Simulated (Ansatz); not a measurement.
Input and command of a plane-wave DFT calculation in Ansatz:

```yaml
crystal:
  lattice:
    - [4.5809304455, 0.0, 0.0]
    - [0.0, 4.5809304455, 0.0]
    - [0.0, 0.0, 4.5809304455]
  atoms:
    - { symbol: Ru, position: [0.0, 0.0, 0.0], spin: 1.0 }
    - { symbol: S, position: [0.5, 0.0, 0.0] }
    - { symbol: S, position: [0.0, 0.5, 0.0] }
    - { symbol: S, position: [0.0, 0.0, 0.5] }
basis:
  ecutwfc: 420
kpoints:
  mp_grid: { grid: [4, 4, 4] }
hamiltonian:
  xc: pbe
scf:
  occupations: { method: gaussian, width: 0.1 }
  lower_state_search: "off"
output:
  forces: true
  stress: true
  eigenvalues: true
  populations: true
magnetization:
  spin_polarized: true
```

```bash
ansatz run input.yaml --threads 1 --pin off --max-ram 2560MiB --backend cpu --events-out ev --progress --plain --runs-dir out
```

Processor: Arm Neoverse V2, 1 thread, on a host shared with other jobs.

**Question.** Estimate time, memory and problem size.

**Answer.** About 6.2 s on 1 thread of Arm Neoverse V2, with other jobs on the host, peak memory 0.33 GiB. It solves 22 bands at 10 k points (the mesh reduced by the symmetry that the task leaves, which can be less than the crystal's) with about 1863 plane waves, in 23 SCF iterations.
